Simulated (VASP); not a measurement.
# NaI: molecular dynamics with a thermostat

NaI, I4_1/amd (no. 141), 8 atoms in the cell. PBE, molecular dynamics; PAW potentials I, Na (PBE set).

Ensemble: Nose-Hoover; Target temperature (K): 1600.

## Input

INCAR:
```
GGA = PE ; PREC = Normal
ENCUT = 200 ; EDIFF = 1E-6
NELMIN = 4 ; NELM = 60
ALGO = Normal ; LREAL = Auto
LASPH = T ; ISMEAR = 0
SIGMA = 0.05 ; ISYM = 0
LWAVE = F ; LCHARG = F
IBRION = 0 ; NSW = 60
POTIM = 2.0 ; TEBEG = 1600
ISIF = 2 ; RANDOM_SEED = 195305 0 0
MDALGO = 2 ; SMASS = 0
KPAR = 2
```

KPOINTS:
```
k-points
0
Monkhorst-Pack
  2 2 1
```

POSCAR:
```
NaI
1.0
    4.4290270000      0.0000000000      0.0000000000
    0.0000000000      4.4290270000      0.0000000000
    0.0000000000      0.0000000000     16.7275440000
I Na
4 4
Direct
    0.0000000000      0.0000000000      0.0000000000
    0.0000000000      0.5000000000      0.2500000000
    0.5000000000      0.5000000000      0.5000000000
    0.5000000000      0.0000000000      0.7500000000
    0.5000000000      0.5000000000      0.0000000000
    0.5000000000      0.0000000000      0.2500000000
    0.0000000000      0.0000000000      0.5000000000
    0.0000000000      0.5000000000      0.7500000000
```

Commands:
```
cat potpaw_PBE.64/I/POTCAR potpaw_PBE.64/Na/POTCAR > POTCAR
mpirun -np 2 vasp_std > vasp.out
```

## Result

- Mean temperature (K): 1548
- Rise of the mean potential energy above the start (meV/atom): 87.7
- Electronic steps per ionic step after the first: 4.1

Course of the run:

| Time (fs) | Temperature (K) | Potential energy less the first (meV/atom) |
|---|---|---|
| 2 | 1600 | 0.0 |
| 12 | 1540 | 7.2 |
| 20 | 1429 | 22.7 |
| 30 | 1281 | 52.5 |
| 38 | 1238 | 78.9 |
| 48 | 1427 | 103.4 |
| 56 | 1839 | 110.7 |
| 66 | 2404 | 110.9 |
| 74 | 2414 | 112.6 |
| 84 | 1839 | 118.9 |
| 92 | 1360 | 123.5 |
| 102 | 1036 | 125.5 |
| 110 | 993 | 123.7 |
| 120 | 1190 | 117.4 |

REPORT:
```
MDALGO =   2
               SCALING =       0
                 CNEXP =     9.000   14.000
           RANDOM_SEED =            195305                0                0

   original number of atomic DOF:         21
   number of independent constraints:      0
   number of active DOF:                  21

========================================
         MD step No.       1
========================================

  Atomic velocities initialized by STEP_tb

  >Energies
                    E_tot             E_pot             E_kin               EPS                ES
   e_b>   -0.20092757E+02   -0.21540478E+02    0.14477208E+01    0.00000000E+00    0.00000000E+00

  >Temperature
               T_sim     T_inst
   tmprt>   1600.000   1600.000

  >Thermostat:
           s(n+1) sdot(n+1)      s(n)   sdot(n)        Qs
   s_b>  -0.00000  -0.00000   0.00000   0.00000   0.46175

           RANDOM_SEED =            195305               48                0

[... steps left out ...]

========================================
         MD step No.      60
========================================

  >Energies
                    E_tot             E_pot             E_kin               EPS                ES
   e_b>   -0.20091960E+02   -0.20601401E+02    0.10766909E+01    0.60105364E-01   -0.62735478E+00

  >Temperature
               T_sim     T_inst
   tmprt>   1600.000   1189.943

  >Thermostat:
           s(n+1) sdot(n+1)      s(n)   sdot(n)        Qs
   s_b>  -0.24075  -0.02553  -0.21667  -0.02263   0.46175

           RANDOM_SEED =            195305               48                0
```

OSZICAR:
```
N       E                     dE             d eps       ncg     rms          rms(c)
DAV:   1     0.110100191406E+03    0.11010E+03   -0.58563E+03    84   0.513E+02
DAV:   2    -0.955312867321E+01   -0.11965E+03   -0.11655E+03   113   0.130E+02
DAV:   3    -0.215398274638E+02   -0.11987E+02   -0.11953E+02   104   0.469E+01
DAV:   4    -0.219611664158E+02   -0.42134E+00   -0.42104E+00   110   0.120E+01
DAV:   5    -0.219667070349E+02   -0.55406E-02   -0.55403E-02   104   0.118E+00    0.380E+00
DAV:   6    -0.215816004700E+02    0.38511E+00   -0.49115E-01    94   0.265E+00    0.268E+00
DAV:   7    -0.215175107531E+02    0.64090E-01   -0.49221E-01    94   0.266E+00    0.118E+00
DAV:   8    -0.215378921992E+02   -0.20381E-01   -0.27111E-02    84   0.843E-01    0.203E-01
DAV:   9    -0.215381564032E+02   -0.26420E-03   -0.58766E-04    99   0.134E-01    0.967E-02
DAV:  10    -0.215404736027E+02   -0.23172E-02   -0.35870E-03    84   0.266E-01    0.100E-01
DAV:  11    -0.215404571632E+02    0.16439E-04   -0.98379E-05    94   0.451E-02    0.797E-03
DAV:  12    -0.215404769218E+02   -0.19759E-04   -0.32046E-05    84   0.282E-02    0.603E-03
[... left out ...]
     58 T=  1077. E= -.20092191E+02 F= -.20577509E+02 E0= -.20577509E+02  EK= 0.97439E+00 SP= -.52E+00 SK= 0.28E-01
     59 T=  1128. E= -.20092082E+02 F= -.20588893E+02 E0= -.20588893E+02  EK= 0.10203E+01 SP= -.57E+00 SK= 0.43E-01
[... last step whole ...]
       N       E                     dE             d eps       ncg     rms          rms(c)
DAV:   1    -0.206014009945E+02   -0.12508E-01   -0.29997E-07    42   0.108E+00    0.159E-03
DAV:   2    -0.206014013330E+02   -0.33852E-06   -0.29205E-06    78   0.971E-03    0.176E-03
DAV:   3    -0.206014013468E+02   -0.13786E-07   -0.12408E-07    47   0.236E-03    0.143E-03
DAV:   4    -0.206014013482E+02   -0.13754E-08   -0.31524E-08    42   0.121E-03
     60 T=  1190. E= -.20091960E+02 F= -.20601401E+02 E0= -.20601401E+02  EK= 0.10767E+01 SP= -.63E+00 SK= 0.60E-01
```

Limits: 120 fs of 8 atoms are too short for converged averages; the cell is only 4.4 Å across, so each atom moves in step with near copies of itself.

VASP 6.6.1 took 92 s on 2 cores (Intel Xeon Platinum 8375C @ 2.90GHz (Ice Lake)), a shared host.
